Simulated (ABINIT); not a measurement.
# BN (F-43m) in ABINIT: settings compared

Aim: see how the results for BN move with the level of theory and the settings. Levels: rPW86PBE, PW91+D3(BJ), AM05+D4. Tasks: equation of state.

Everything below comes from runs of ABINIT 10.8.3 (patched build). Logs are shortened: lines on timing, memory, paths and dates and some standing lists are left out, and cuts for length are marked. The log counts tension as positive stress, the text compression.

**Experimental background.**

From “Effect of nanostructuration on compressibility of cubic BN”, 2012, arxiv:1208.3664, for a bulk crystal of BN at 300 K: bulk modulus 395 ± 2 GPa.

The runs below are set against these values where they give the same quantity.

**1. The crystal as given**

The structure is cubic, space group F-43m (No. 216). Conventional cell: a = 3.626 Å, b = 3.626 Å, c = 3.626 Å, α = 90.00°, β = 90.00°, γ = 90.00°. Around N (site symmetry -43m) lie 4 B at 1.57 Å. B (site symmetry -43m) is surrounded by 4 N at 1.57 Å.

The cell is a database's computed one.

**2. Equation of state, rPW86PBE**

run.abi

```
# Datasets: one volume each
ndtset 7
getwfk -1
scalecart1 3*0.9795861087
scalecart2 3*0.9864848297
scalecart3 3*0.9932883884
scalecart4 3*1.0000000000
scalecart5 3*1.0066227096
scalecart6 3*1.0131594038
scalecart7 3*1.0196128224

# Pseudopotentials
pp_dirpath "./"
pseudos "N.GGA_PBE-JTH.xml, B.GGA_PBE-JTH.xml"

# Structure
acell 2.5639706028 2.5639706028 2.5639706028 Angstrom
rprim
     0.0000000000     0.7071067812     0.7071067812
     0.7071067812     0.0000000000     0.7071067812
     0.7071067812     0.7071067812     0.0000000000
ntypat 2
znucl 7 5
natom 2
typat 1 2
xred
     0.2500000000     0.2500000000     0.2500000000
     0.0000000000     0.0000000000     0.0000000000

# Plane-wave basis
ecut 25.0
pawecutdg 47.0

# k points
kptopt 1
ngkpt 13 13 13
nshiftk 1
shiftk 0.0 0.0 0.0

# Exchange and correlation
ixc -144130

# Bands and occupations
nband 8
occopt 3
tsmear 0.00183747

# SCF cycle
nstep 100
tolvrs 1.0e-9

# Output
iomode 3
prtwf 1
prtden 0
prteig 0
prtebands 0
```

Potentials or basis: JTH PAW PBE v2.0.

On the command line:

```
$ abinit run.abi > log 2>&1
```

run.abo:

```text
.Version 10.8.3 of ABINIT
 DATASET    1 : space group F-4 3 m (#216); Bravais cF (face-center cubic)
================================================================================
 Values of the parameters that define the memory need for DATASET  1.
     intxc =       0    ionmov =       0      iscf =      17    lmnmax =       8
     lnmax =       4     mgfft =      24  mpssoang =       2    mqgrid =    3001
     natom =       2  nloc_mem =       2    nspden =       1   nspinor =       1
    nsppol =       1      nsym =      24    n1xccc =       1    ntypat =       2
    occopt =       3   xclevel =       2
       mpw =         465          nfft =       13824          nkpt =          84
 PAW method is used; the additional fine FFT grid is defined by:
   mgfftf=        30    nfftf =     27000
================================================================================
================================================================================
[... 71 lines left out ...]
 DATASET    7 : space group F-4 3 m (#216); Bravais cF (face-center cubic)
================================================================================
 Values of the parameters that define the memory need for DATASET  7.
     intxc =       0    ionmov =       0      iscf =      17    lmnmax =       8
     lnmax =       4     mgfft =      24  mpssoang =       2    mqgrid =    3001
     natom =       2  nloc_mem =       2    nspden =       1   nspinor =       1
    nsppol =       1      nsym =      24    n1xccc =       1    ntypat =       2
    occopt =       3   xclevel =       2
       mpw =         532          nfft =       13824          nkpt =          84
 PAW method is used; the additional fine FFT grid is defined by:
   mgfftf=        32    nfftf =     32768
================================================================================
================================================================================

--------------------------------------------------------------------------------
------------- Echo of variables that govern the present computation ------------
--------------------------------------------------------------------------------
 -outvars: echo values of preprocessed input variables --------
            acell      4.8452022342E+00  4.8452022342E+00  4.8452022342E+00 Bohr
              amu      1.40067400E+01  1.08110000E+01
             ecut      2.50000000E+01 Hartree
           getwfk          -1
                       outvar_i_n : Printing only first  50 k-points.
              ixc     -144130
           jdtset        1    2    3    4    5    6    7
                       outvar_i_n : Printing only first  50 k-points.
         kptrlatt       13    0    0      0   13    0      0    0   13
          kptrlen1     6.17018064E+01
          kptrlen2     6.21363405E+01
          kptrlen3     6.25648805E+01
          kptrlen4     6.29876290E+01
          kptrlen5     6.34047778E+01
          kptrlen6     6.38165087E+01
          kptrlen7     6.42229942E+01
            natom           2
            nband           8
           ndtset           7
            ngfft          24      24      24
          ngfftdg1         30      30      30
          ngfftdg2         30      30      30
          ngfftdg3         30      30      30
          ngfftdg4         30      30      30
          ngfftdg5         32      32      32
          ngfftdg6         32      32      32
          ngfftdg7         32      32      32
             nkpt          84
            nstep         100
             nsym          24
           ntypat           2
                       prtocc : prtvol=0, do not print more k-points.
           occopt           3
        pawecutdg      4.70000000E+01 Hartree
         pawxcdev           0
           prtden           0
        prtebands           0
           prteig           0
            rprim1     0.0000000000E+00  6.9267198023E-01  6.9267198023E-01
                       6.9267198023E-01  0.0000000000E+00  6.9267198023E-01
                       6.9267198023E-01  6.9267198023E-01  0.0000000000E+00
            rprim2     0.0000000000E+00  6.9755011263E-01  6.9755011263E-01
                       6.9755011263E-01  0.0000000000E+00  6.9755011263E-01
                       6.9755011263E-01  6.9755011263E-01  0.0000000000E+00
            rprim3     0.0000000000E+00  7.0236095512E-01  7.0236095512E-01
                       7.0236095512E-01  0.0000000000E+00  7.0236095512E-01
                       7.0236095512E-01  7.0236095512E-01  0.0000000000E+00
            rprim4     0.0000000000E+00  7.0710678120E-01  7.0710678120E-01
                       7.0710678120E-01  0.0000000000E+00  7.0710678120E-01
                       7.0710678120E-01  7.0710678120E-01  0.0000000000E+00
            rprim5     0.0000000000E+00  7.1178974407E-01  7.1178974407E-01
                       7.1178974407E-01  0.0000000000E+00  7.1178974407E-01
                       7.1178974407E-01  7.1178974407E-01  0.0000000000E+00
            rprim6     0.0000000000E+00  7.1641188486E-01  7.1641188486E-01
                       7.1641188486E-01  0.0000000000E+00  7.1641188486E-01
                       7.1641188486E-01  7.1641188486E-01  0.0000000000E+00
            rprim7     0.0000000000E+00  7.2097514092E-01  7.2097514092E-01
                       7.2097514092E-01  0.0000000000E+00  7.2097514092E-01
                       7.2097514092E-01  7.2097514092E-01  0.0000000000E+00
          spgroup         216
           tolvrs      1.00000000E-09
           tsmear      1.83747000E-03 Hartree
            typat      1  2
           useylm           1
                       outvars : Printing only first  50 k-points.
           xangst1     8.8799529735E-01  8.8799529735E-01  8.8799529735E-01
                       0.0000000000E+00  0.0000000000E+00  0.0000000000E+00
           xangst2     8.9424899138E-01  8.9424899138E-01  8.9424899138E-01
                       0.0000000000E+00  0.0000000000E+00  0.0000000000E+00
           xangst3     9.0041642075E-01  9.0041642075E-01  9.0041642075E-01
                       0.0000000000E+00  0.0000000000E+00  0.0000000000E+00
           xangst4     9.0650050002E-01  9.0650050002E-01  9.0650050002E-01
                       0.0000000000E+00  0.0000000000E+00  0.0000000000E+00
           xangst5     9.1250398958E-01  9.1250398958E-01  9.1250398958E-01
                       0.0000000000E+00  0.0000000000E+00  0.0000000000E+00
           xangst6     9.1842950614E-01  9.1842950614E-01  9.1842950614E-01
                       0.0000000000E+00  0.0000000000E+00  0.0000000000E+00
           xangst7     9.2427953333E-01  9.2427953333E-01  9.2427953333E-01
                       0.0000000000E+00  0.0000000000E+00  0.0000000000E+00
            xcart1     1.6780679131E+00  1.6780679131E+00  1.6780679131E+00
                       0.0000000000E+00  0.0000000000E+00  0.0000000000E+00
            xcart2     1.6898856821E+00  1.6898856821E+00  1.6898856821E+00
                       0.0000000000E+00  0.0000000000E+00  0.0000000000E+00
            xcart3     1.7015404345E+00  1.7015404345E+00  1.7015404345E+00
                       0.0000000000E+00  0.0000000000E+00  0.0000000000E+00
            xcart4     1.7130376780E+00  1.7130376780E+00  1.7130376780E+00
                       0.0000000000E+00  0.0000000000E+00  0.0000000000E+00
            xcart5     1.7243826291E+00  1.7243826291E+00  1.7243826291E+00
                       0.0000000000E+00  0.0000000000E+00  0.0000000000E+00
            xcart6     1.7355802326E+00  1.7355802326E+00  1.7355802326E+00
                       0.0000000000E+00  0.0000000000E+00  0.0000000000E+00
            xcart7     1.7466351818E+00  1.7466351818E+00  1.7466351818E+00
                       0.0000000000E+00  0.0000000000E+00  0.0000000000E+00
             xred      2.5000000000E-01  2.5000000000E-01  2.5000000000E-01
                       0.0000000000E+00  0.0000000000E+00  0.0000000000E+00
            znucl        7.00000    5.00000

================================================================================

 chkinp: Checking input parameters for consistency, jdtset=   1.

 chkinp: Checking input parameters for consistency, jdtset=   2.
[... 42 lines left out ...]
 getcut: wavevector=  0.0000  0.0000  0.0000  ngfft=  30  30  30
         ecut(hartree)=     47.000   => boxcut(ratio)=   2.05038

--- Pseudopotential description ------------------------------------------------
- pspini: atom type   1  psp file is ./N.GGA_PBE-JTH.xml
 Pseudopotential format is: paw10
 basis_size (lnmax)=  4 (lmn_size=  8), orbitals=   0   0   1   1
 Spheres core radius: rc_sph= 1.20497474
 Shapefunction is SIN type: shapef(r)=[sin(pi*r/rshp)/(pi*r/rshp)]**2
 Radius for shape functions =  1.00243812
 Compensation charge density is not taken into account in XC energy/potential

- pspini: atom type   2  psp file is ./B.GGA_PBE-JTH.xml
 Pseudopotential format is: paw10
 basis_size (lnmax)=  4 (lmn_size=  8), orbitals=   0   0   1   1
 Spheres core radius: rc_sph= 1.70616958
 Shapefunction is SIN type: shapef(r)=[sin(pi*r/rshp)/(pi*r/rshp)]**2
 Radius for shape functions =  1.40269776
 Compensation charge density is not taken into account in XC energy/potential

   5.83076110E+01                                ecore*ucvol(ha*bohr**3)
--------------------------------------------------------------------------------

[... 1213 lines left out ...]
-Cartesian components of stress tensor (GPa)         [Pressure= -1.3961E+01 GPa]
- sigma(1 1)=  1.39614340E+01  sigma(3 2)=  0.00000000E+00
- sigma(2 2)=  1.39614340E+01  sigma(3 1)=  0.00000000E+00
- sigma(3 3)=  1.39614340E+01  sigma(2 1)=  0.00000000E+00

== END DATASET(S) ==============================================================
================================================================================

 -outvars: echo values of variables after computation  --------
            acell      4.8452022342E+00  4.8452022342E+00  4.8452022342E+00 Bohr
           etotal1    -1.3023482274E+01
           etotal2    -1.3024990521E+01
           etotal3    -1.3025997487E+01
           etotal4    -1.3026553885E+01
           etotal5    -1.3026693468E+01
           etotal6    -1.3026462464E+01
           etotal7    -1.3025884683E+01
            fcart1     3.2092207975E-28  3.2092207975E-28 -9.6276623926E-28
                      -3.2092207975E-28 -3.2092207975E-28  9.6276623926E-28
            fcart2     7.9669448996E-29  7.9669448996E-29 -2.3900834699E-28
                      -7.9669448996E-29 -7.9669448996E-29  2.3900834699E-28
            fcart3    -0.0000000000E+00 -0.0000000000E+00 -0.0000000000E+00
                      -0.0000000000E+00 -0.0000000000E+00 -0.0000000000E+00
            fcart4    -0.0000000000E+00 -0.0000000000E+00 -0.0000000000E+00
                      -0.0000000000E+00 -0.0000000000E+00 -0.0000000000E+00
            fcart5     7.8075630597E-29  7.8075630597E-29 -2.3422689179E-28
                      -7.8075630597E-29 -7.8075630597E-29  2.3422689179E-28
[... 38 lines left out ...]
                       0.0000000000E+00  0.0000000000E+00  0.0000000000E+00
           xangst1     8.8799529735E-01  8.8799529735E-01  8.8799529735E-01
                       0.0000000000E+00  0.0000000000E+00  0.0000000000E+00
           xangst2     8.9424899138E-01  8.9424899138E-01  8.9424899138E-01
                       0.0000000000E+00  0.0000000000E+00  0.0000000000E+00
           xangst3     9.0041642075E-01  9.0041642075E-01  9.0041642075E-01
                       0.0000000000E+00  0.0000000000E+00  0.0000000000E+00
           xangst4     9.0650050002E-01  9.0650050002E-01  9.0650050002E-01
                       0.0000000000E+00  0.0000000000E+00  0.0000000000E+00
           xangst5     9.1250398958E-01  9.1250398958E-01  9.1250398958E-01
                       0.0000000000E+00  0.0000000000E+00  0.0000000000E+00
           xangst6     9.1842950614E-01  9.1842950614E-01  9.1842950614E-01
                       0.0000000000E+00  0.0000000000E+00  0.0000000000E+00
           xangst7     9.2427953333E-01  9.2427953333E-01  9.2427953333E-01
                       0.0000000000E+00  0.0000000000E+00  0.0000000000E+00
             xred      2.5000000000E-01  2.5000000000E-01  2.5000000000E-01
                       0.0000000000E+00  0.0000000000E+00  0.0000000000E+00
 Calculation completed.
```

Wall time 79 s (1 thread of Arm Neoverse V1, shared host); peak memory 0.12 GiB.

What came out:

```yaml
Equilibrium_volume: 6.06 Å³/atom
Bulk_modulus: 354 GPa
Pressure_derivative_of_the_bulk_modulus: 3.8
```

Energy against volume, from the lowest point:
| volume (Å³/atom) | energy (meV/atom) |
| --- | --- |
| 5.602 | 43.69 |
| 5.721 | 23.17 |
| 5.840 | 9.47 |
| 5.959 | 1.90 |
| 6.078 | 0.00 |
| 6.198 | 3.14 |
| 6.317 | 11.00 |

Caveat: the cutoff is too short for stress, so the log's stress isn't used; pressures at fixed basis lie under the slope of the energies; the PAW data sets were made with another functional, which shifts forces and pressure a little; the atomic spheres overlap.

**3. Equation of state, PW91+D3(BJ)**

run.py

```python
import json, os
import numpy as np
from ase.eos import EquationOfState
from ase.units import GPa
from ase.calculators.mixing import SumCalculator
from dftd3.ase import DFTD3
from ase.calculators.abinit import Abinit, AbinitProfile
from ase import Atoms

atoms = Atoms(['N', 'B'],
              cell=[[0.0, 1.813001, 1.813001], [1.813001, 0.0, 1.813001], [1.813001, 1.813001, 0.0]],
              scaled_positions=[[0.25, 0.25, 0.25], [0.0, 0.0, 0.0]],
              pbc=True)

profile = AbinitProfile(command='abinit', pp_paths=[os.path.abspath('pseudos')])
params = dict(
    pps='pawxml', xc='PBE',
    ecut=680.2847,
    pawecutdg=1278.9352,
    kptopt=1,
    ngkpt=[13, 13, 13],
    nshiftk=1,
    shiftk=[0.0, 0.0, 0.0],
    ixc=-109134,
    nband=8,
    occopt=3,
    tsmear=0.05,
    nstep=100,
    tolvrs=1e-09,
    prtwf=0,
    prtden=0,
)

cell0 = atoms.cell.copy()
volumes, energies = [], []
for i, x in enumerate([0.94, 0.96, 0.98, 1.0, 1.02, 1.04, 1.06]):
    atoms.set_cell(cell0 * x ** (1 / 3), scale_atoms=True)
    atoms.calc = SumCalculator([Abinit(profile=profile, directory=f'v{i}', **params), DFTD3(method='pw91', damping='d3bj')])
    volumes.append(atoms.get_volume() / len(atoms))
    dft, disp = atoms.calc.mixer.calcs
    energies.append((dft.get_property('free_energy', atoms) + disp.get_property('energy', atoms)) / len(atoms))
    print(f'{x:5.2f} {volumes[-1]:10.5f} A^3/atom {energies[-1]:14.6f} eV/atom', flush=True)
    json.dump(dict(volumes=volumes, energies=energies), open('results.json', 'w'))
v0, e0, b0 = EquationOfState(volumes, energies, eos='birchmurnaghan').fit()
print(f'V0 {v0:.4f} A^3/atom  E0 {e0:.6f} eV/atom  B0 {b0 / GPa:.2f} GPa')
```

Potentials or basis: JTH PAW PBE v2.0.

On the command line:

```
$ python run.py
```

Run time: 97 s. Hardware: 1 thread of Arm Neoverse V1, shared host; peak memory 0.12 GiB.

Results (log left out):

| Item | Value |
| --- | --- |
| Equilibrium volume | 5.87 Å³/atom |
| Bulk modulus | 381 GPa |
| Pressure derivative of the bulk modulus | 3.8 |

Energy against volume, from the lowest point:
```tsv
volume (Å³/atom)	energy (meV/atom)
5.602	15.83
5.721	4.65
5.840	0.00
5.959	1.25
6.078	7.87
6.198	19.35
6.317	35.28
```

Caveat: the cutoff is too short for stress, so the log's stress isn't used; pressures at fixed basis lie under the slope of the energies; the log and the count of SCF iterations are those of the last ABINIT call alone; the PAW data sets were made with another functional, which shifts forces and pressure a little.

**4. Equation of state, AM05+D4**

run.py: that of step 3 with these lines changed.

```diff
@@ -5,3 +5,3 @@
 from ase.calculators.mixing import SumCalculator
-from dftd3.ase import DFTD3
+from dftd4.ase import DFTD4
 from ase.calculators.abinit import Abinit, AbinitProfile
@@ -23,3 +23,3 @@
     shiftk=[0.0, 0.0, 0.0],
-    ixc=-109134,
+    ixc=-120135,
     nband=8,
@@ -37,3 +37,3 @@
     atoms.set_cell(cell0 * x ** (1 / 3), scale_atoms=True)
-    atoms.calc = SumCalculator([Abinit(profile=profile, directory=f'v{i}', **params), DFTD3(method='pw91', damping='d3bj')])
+    atoms.calc = SumCalculator([Abinit(profile=profile, directory=f'v{i}', **params), DFTD4(method='am05')])
     volumes.append(atoms.get_volume() / len(atoms))
@@ -43,3 +43,3 @@
     json.dump(dict(volumes=volumes, energies=energies), open('results.json', 'w'))
-v0, e0, b0 = EquationOfState(volumes, energies, eos='birchmurnaghan').fit()
+v0, e0, b0 = EquationOfState(volumes, energies, eos='murnaghan').fit()
 print(f'V0 {v0:.4f} A^3/atom  E0 {e0:.6f} eV/atom  B0 {b0 / GPa:.2f} GPa')
```

On the command line:

```
$ python run.py
```

Wall time 3.3 min (1 thread of Arm Neoverse N1, shared host); peak memory 0.09 GiB.

Results (log left out):

| Property | Result |
| --- | --- |
| Equilibrium volume | 5.81 Å³/atom |
| Bulk modulus | 393 GPa |
| Pressure derivative of the bulk modulus | 3.8 |

Energy against volume, from the lowest point:
```
volume (Å³/atom)  energy (meV/atom)
           5.602               9.32
           5.721               1.42
           5.840               0.00
           5.959               4.43
           6.078              14.18
           6.198              28.70
           6.317              47.67
```

Caveat: the cutoff is too short for stress, so the log's stress isn't used; pressures at fixed basis lie under the slope of the energies; the log and the count of SCF iterations are those of the last ABINIT call alone; the PAW data sets were made with another functional, which shifts forces and pressure a little.

**5. Summary**

| level | dispersion computed by | V0 of scaled cells (Å³/atom) | B0 (GPa) |
| --- | --- | --- | --- |
| rPW86PBE | - | 6.06 | 354 |
| PW91+D3(BJ) | simple-dftd3 1.7.0 | 5.87 | 381 |
| AM05+D4 | dftd4 4.3.1 | 5.81 | 393 |

Alike in all rows: task equation of state; potentials or basis JTH PAW PBE v2.0; no spin polarisation; cell as given; k mesh 13 × 13 × 13; cutoff (eV) 680; smearing fermi-dirac 0.05 eV.

Caveats: pressures at fixed basis lie under the slope of the energies; the PAW data sets were made with another functional, which shifts forces and pressure a little; the atomic spheres overlap (some runs).

Absolute energies hang on the potentials; compare differences alone.

**6. Against experiment**

Step 2. Against the measured bulk modulus of BN, 395 GPa (300 K; quoted in “Effect of nanostructuration on compressibility of cubic BN”, 2012, arxiv:1208.3664), the calculated 354 GPa is off by -10.4 %. The fit is for a static lattice scaled at fixed shape and fixed fractional positions.

Step 3. A measured bulk modulus of BN is 395 GPa (300 K; quoted in “Effect of nanostructuration on compressibility of cubic BN”, 2012, arxiv:1208.3664); the calculated 381 GPa misses it by -3.6 %. The fit is for a static lattice scaled at fixed shape and fixed fractional positions.

Step 4. Measured bulk modulus of BN: 395 GPa (300 K; quoted in “Effect of nanostructuration on compressibility of cubic BN”, 2012, arxiv:1208.3664). This calculation gives 393 GPa (-0.4 %). The fit is for a static lattice scaled at fixed shape and fixed fractional positions.
